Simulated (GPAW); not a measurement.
SnSe2:

```
Sn Se
1.0
     3.81100    0.00000    0.00000
    -1.90550    3.30042    0.00000
     0.00000    0.00000    6.13600
Sn Se
1 2
Direct
  0.00000 0.00000 0.00000
  0.66667 0.33333 0.75100
  0.33333 0.66667 0.24900
```

| Property | Result |
| --- | --- |
| Program | GPAW 26.7.0 |
| Task | relaxation of cell and atoms |
| Functional | PBEsol |
| Dispersion | D4 |
| Potentials or basis | PAW data sets generated in the run's folder for this functional |
| Cutoff | 600 eV |
| Basis | pw |
| k mesh | 6 × 6 × 3 |
| Occupations | fermi-dirac, width 0.05 eV |
| Spin | no spin polarisation |

At the start: pressure 1.0 GPa; volume 25.73 Å³/atom.

Question: Where does the relaxation end?

Answer: Over 13 steps the energy falls by 13.2 meV/atom and the volume is 24.73 Å³/atom (-3.9 %); space group P-3m1 (No. 164, to 0.05 Å).

The path:
| step | energy change (eV) | largest force (eV/Å) | pressure (GPa) | volume (Å³) |
| --- | --- | --- | --- | --- |
| 1 | 0.0000 | 0.5537 | 1.01 | 77.18 |
| 2 | -0.0095 | 0.4409 | 0.53 | 77.36 |
| 3 | -0.0249 | 0.0680 | -0.93 | 77.79 |
| 4 | -0.0261 | 0.0427 | -0.95 | 77.66 |
| 5 | -0.0318 | 0.0388 | -0.56 | 76.37 |
| 6 | -0.0329 | 0.0107 | -0.19 | 75.83 |
| 7 | -0.0334 | 0.0286 | 0.08 | 75.53 |
| 8 | -0.0339 | 0.0537 | 0.22 | 75.35 |
| 9 | -0.0353 | 0.0961 | 0.47 | 74.91 |
| 10 | -0.0372 | 0.1132 | 0.60 | 74.38 |
| 11 | -0.0389 | 0.0809 | 0.44 | 74.04 |
| 12 | -0.0396 | 0.0285 | 0.14 | 74.11 |
| 13 | -0.0396 | 0.0031 | 0.01 | 74.20 |

Final structure:
```
Sn Se
1.0
     3.79491    0.00000    0.00000
    -1.89746    3.28649    0.00000
     0.00000    0.00000    5.94939
Sn Se
1 2
Cartesian
  0.0000 0.0000 0.0000
  1.8975 1.0955 4.3682
  0.0000 2.1910 1.5812
```

Caveat: later steps reuse the first step's grids.
